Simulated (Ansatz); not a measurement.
# TaN: single point with PBEsol+U

TaN:

```xyz
4
Lattice="2.9218 0.0000 0.0000 -1.4609 2.5303 0.0000 0.0000 0.0000 5.9165" Properties=species:S:1:pos:R:3 pbc="T T T"
Ta    0.0000    0.0000    2.9583
Ta    0.0000    0.0000    0.0000
N     0.0000    1.6869    1.4791
N     1.4609    0.8434    4.4374
```

The cell comes from a database or a generator and needn't be the stable form of this composition.

```
Program             : Ansatz 0.2.0
Task                : single point
Functional          : PBEsol
Potentials or basis : Ansatz PAW
Cutoff              : 420 eV (not typed: the program's choice for these potentials)
k mesh              : 7 × 7 × 4
Occupations         : fermi-dirac, width 0.05 eV
Spin                : no spin polarisation
Hubbard terms       : Ta d U = 8 eV
```

```
Pressure               : -2.4 GPa
Band gap on the k mesh : none (metal or under the smearing width)
```

Stress tensor (GPa, compression positive):
```
-3.43  0.00  0.00
 0.00 -3.43  0.00
 0.00  0.00 -0.30
```

Levels at points of the mesh, in eV from the Fermi level:
```tsv
k point	band 16	band 17	band 18	band 19	band 20	band 21
(0.00, 0.00, 0.00)	-1.91	-1.91	0.01	0.01	0.66	0.66
(0.00, 0.00, -0.50)	-3.50	-0.63	-0.63	0.96	0.96	0.96
```

Eigenvalues of the final occupation matrices:
```
  site  spin  trace               eigenvalues
site 1     1   1.84  0.27 0.27 0.42 0.44 0.44
site 2     1   1.84  0.27 0.27 0.42 0.44 0.44
```

Run time: 1.4 s on 2 threads of Arm Neoverse V2 (shared host), peak memory 0.32 GiB.

Caveat: the pressure holds a Pulay correction of +0.5 GPa for the finite cutoff; U without spin polarisation on a metal has little footing; the PAW data sets come from PBE, with cores solved anew for the run's functional, which leaves a small shift of forces and pressure. The run has no spin-orbit coupling, so splittings on Ta are missing.
